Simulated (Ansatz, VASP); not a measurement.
**Two plane-wave programs on N**

Contents of INCAR:

```
SYSTEM = N
ALGO = Normal
EDIFF = 1E-7
ENCUT = 520
GGA = PE
ISIF = 2
ISMEAR = -1
LASPH = .TRUE.
LCHARG = .FALSE.
LREAL = .FALSE.
LWAVE = .FALSE.
NBANDS = 30
NELM = 100
PREC = Accurate
SIGMA = 0.02
```

KPOINTS

```
k-points
0
G
  6 6 6
  0 0 0
```

File POSCAR:

```
N
1.0
    5.4776487699      0.0000000000      0.0000000000
    0.0000000000      5.4776487699      0.0000000000
    0.0000000000      0.0000000000      5.4776487699
N
8
Direct
    0.0576092967      0.0576092967      0.0576092967
    0.4423907033      0.9423907033      0.5576092967
    0.5576092967      0.4423907033      0.9423907033
    0.9423907033      0.5576092967      0.4423907033
    0.9423907033      0.9423907033      0.9423907033
    0.5576092967      0.0576092967      0.4423907033
    0.4423907033      0.5576092967      0.0576092967
    0.0576092967      0.4423907033      0.5576092967
```

Input for Ansatz:

```yaml
crystal:
  lattice:
    - [5.4776487699, 0.0, 0.0]
    - [0.0, 5.4776487699, 0.0]
    - [0.0, 0.0, 5.4776487699]
  atoms:
    - { symbol: "N", position: [0.0576092967, 0.0576092967, 0.0576092967] }
    - { symbol: "N", position: [0.4423907033, 0.9423907033, 0.5576092967] }
    - { symbol: "N", position: [0.5576092967, 0.4423907033, 0.9423907033] }
    - { symbol: "N", position: [0.9423907033, 0.5576092967, 0.4423907033] }
    - { symbol: "N", position: [0.9423907033, 0.9423907033, 0.9423907033] }
    - { symbol: "N", position: [0.5576092967, 0.0576092967, 0.4423907033] }
    - { symbol: "N", position: [0.4423907033, 0.5576092967, 0.0576092967] }
    - { symbol: "N", position: [0.0576092967, 0.4423907033, 0.5576092967] }
kpoints:
  mp_grid: { grid: [6, 6, 6] }
  band_path:
    path:
      - [[0.0, 0.0, 0.0], [5.555497328201e-50, 0.5, 2.585741367789e-68], [0.5, 0.5, -2.343986170312e-35], [0.0, 0.0, 0.0], [0.5, 0.5, 0.5], [5.555497328201e-50, 0.5, 2.585741367789e-68]]
      - [[0.5, 0.5, 0.5], [0.5, 0.5, -2.343986170312e-35], [0.5, 2.419433225169e-33, -2.343986170312e-35]]
    npoints: 10
hamiltonian:
  xc: pbe
scf:
  occupations: { method: fermi_dirac, width: 0.02 }
  n_extra_bands: 6
output:
  forces: true
  stress: true
  eigenvalues: true
  write_density: true
  write_potential: true
  elf: true
  volumetric_format: npy
```

Alike in both runs: task single point; functional PBE; k mesh 6 × 6 × 6; occupations fermi-dirac, width 0.02 eV; no spin polarisation.

|  | VASP | Ansatz |
| --- | --- | --- |
| version | VASP 6.6.1 | Ansatz 0.2.0 |
| potentials or method | VASP PAW PBE potentials, release 64 (N) | plane waves, PAW |
| plane-wave cutoff (eV) | 520 | 420 |
| valence electrons in the cell | 40 | 40 |

```tsv
	VASP	Ansatz	Ansatz less VASP
gap on the k mesh at the Fermi level (eV)	7.30	7.35	+0.047
pressure (GPa)	5.2	2.7	-2.50
rms of the force components (eV/Å)	1.800	0.669	-1.1304
```

Atom by atom the forces differ by 1.130 eV/Å (rms over components). One of these differences is far larger than is usual between the two programs; its cause wasn't traced.

Caveats: the standard files for N, O and F lose accuracy on very short bonds; forces of over 1 eV/Å show positions far from the minimum, so gaps and moduli don't describe the material at rest. A k mesh can miss the band edges.
